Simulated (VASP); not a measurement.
## CdS: band structure with PBE

The system is CdS.

```
CELL_PARAMETERS angstrom
0.00000 2.96878 2.96878
2.96878 0.00000 2.96878
2.96878 2.96878 0.00000
ATOMIC_POSITIONS crystal
Cd 0.00000 0.00000 0.00000
S 0.25000 0.25000 0.25000
```

```yaml
Program: VASP 6.6.1
Task: band structure
Functional: PBE
Potentials_or_basis: VASP PAW PBE potentials, release 64 (Cd_GW, S_GW)
Cutoff: 420 eV
k_mesh: 10 × 10 × 10
Occupations: gaussian, width 0.02 eV
Spin: no spin polarisation
Further_INCAR_settings: ALGO = Normal; EDIFF = 1e-07; NBANDS = 16
```

```yaml
Band_gap_on_the_k_mesh: 1.03 eV, direct
Band_gap_along_the_path: 1.03 eV, direct
```

Levels at the corners of the path, in eV from the valence-band top:
| point | band 5 | band 6 | band 7 | band 8 | band 9 | band 10 | band 11 | band 12 | band 13 | band 14 |
| --- | --- | --- | --- | --- | --- | --- | --- | --- | --- | --- |
| Γ | -7.14 | -7.14 | 0.00 | 0.00 | 0.00 | 1.03 | 6.53 | 6.53 | 6.53 | 11.14 |
| X | -7.06 | -6.74 | -3.72 | -1.70 | -1.70 | 3.64 | 4.27 | 8.98 | 10.45 | 10.45 |
| X | -7.06 | -6.74 | -3.72 | -1.70 | -1.70 | 3.64 | 4.27 | 8.98 | 10.45 | 10.45 |
| W | -7.13 | -6.59 | -3.65 | -2.04 | -2.00 | 5.19 | 5.44 | 7.12 | 8.04 | 10.73 |
| W | -7.13 | -6.59 | -3.65 | -2.04 | -2.00 | 5.19 | 5.44 | 7.12 | 8.04 | 10.73 |
| K | -7.10 | -6.64 | -3.68 | -2.30 | -1.38 | 4.23 | 5.32 | 8.36 | 8.89 | 9.33 |
| K | -7.10 | -6.64 | -3.68 | -2.30 | -1.38 | 4.23 | 5.32 | 8.36 | 8.89 | 9.33 |
| Γ | -7.14 | -7.14 | 0.00 | 0.00 | 0.00 | 1.03 | 6.53 | 6.53 | 6.53 | 11.14 |
| Γ | -7.14 | -7.14 | 0.00 | 0.00 | 0.00 | 1.03 | 6.53 | 6.53 | 6.53 | 11.14 |
| L | -7.10 | -6.80 | -4.08 | -0.68 | -0.68 | 2.93 | 6.99 | 6.99 | 7.29 | 10.88 |
| L | -7.10 | -6.80 | -4.08 | -0.68 | -0.68 | 2.93 | 6.99 | 6.99 | 7.29 | 10.88 |
| U | -7.10 | -6.64 | -3.68 | -2.30 | -1.38 | 4.23 | 5.32 | 8.36 | 8.89 | 9.33 |
| U | -7.10 | -6.64 | -3.68 | -2.30 | -1.38 | 4.23 | 5.32 | 8.36 | 8.89 | 9.33 |
| W | -7.13 | -6.59 | -3.65 | -2.04 | -2.00 | 5.19 | 5.44 | 7.12 | 8.04 | 10.73 |
| W | -7.13 | -6.59 | -3.65 | -2.04 | -2.00 | 5.19 | 5.44 | 7.12 | 8.04 | 10.73 |
| L | -7.10 | -6.80 | -4.08 | -0.68 | -0.68 | 2.93 | 6.99 | 6.99 | 7.29 | 10.88 |
| L | -7.10 | -6.80 | -4.08 | -0.68 | -0.68 | 2.93 | 6.99 | 6.99 | 7.29 | 10.88 |
| K | -7.10 | -6.64 | -3.68 | -2.30 | -1.38 | 4.23 | 5.32 | 8.36 | 8.89 | 9.33 |
| U | -7.10 | -6.64 | -3.68 | -2.30 | -1.38 | 4.23 | 5.32 | 8.36 | 8.89 | 9.33 |
| X | -7.06 | -6.74 | -3.72 | -1.70 | -1.70 | 3.64 | 4.27 | 8.98 | 10.45 | 10.45 |

Wall time 16 s on 4 MPI ranks on Intel(R) Xeon(R) 6975P-C (Granite Rapids), on a shared host, peak memory 0.27 GiB a rank.

Caveat: the log is that of the step along the path at fixed density, whose energy, stress, charges and moments have no meaning. As with any semilocal functional, this PBE gap is likely too small.
